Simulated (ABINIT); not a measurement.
Input of an ABINIT 10.8.3 (patched build) run:

Contents of run.abi:

```
pp_dirpath "./"
pseudos "In.upf, As.upf"

acell 3*1.0 Angstrom
rprim
     0.0000000000     3.0180000000     3.0180000000
     3.0180000000     0.0000000000     3.0180000000
     3.0180000000     3.0180000000     0.0000000000
ntypat 2
znucl 49 33
natom 2
typat 1 2
xcart
     0.0000000000     0.0000000000     0.0000000000
     4.5270000000     4.5270000000     4.5270000000 Angstrom

ecut 925.187132 eV

kptopt 1
ngkpt 6 6 6
nshiftk 1
shiftk 0.0 0.0 0.0

ixc 7

nband 18
occopt 3
tsmear 0.05 eV

nstep 100
tolvrs 1.0e-10

iomode 3
prtwf 0
prtden 0
prteig 0
prtebands 0
```

Potentials or basis: PseudoDojo NC SR LDA v0.4.1 standard.

The run is started by

```console
$ abinit run.abi > log 2>&1
```

What does it give for the band gap on the k mesh?

None (metal or under the smearing width).

Caveat: this crystal is a semiconductor, whose small gap the functional closes, so the metal is an error of the method.

**What was measured.**

A printed reference work, data compilation reports, for a bulk crystal of InAs at 4.2 K: band gap 0.418 eV (direct).

A measured gap of InAs is 0.418 eV (direct; 4.2 K; a printed reference work, data compilation); the calculated 0.00 eV misses it by -0.42 eV. Spin-orbit coupling on As, In is left out. The value is that of LDA on a finite k mesh, which can miss the band edges, without temperature or zero-point motion. Semilocal functionals fall short of measured gaps as a rule.
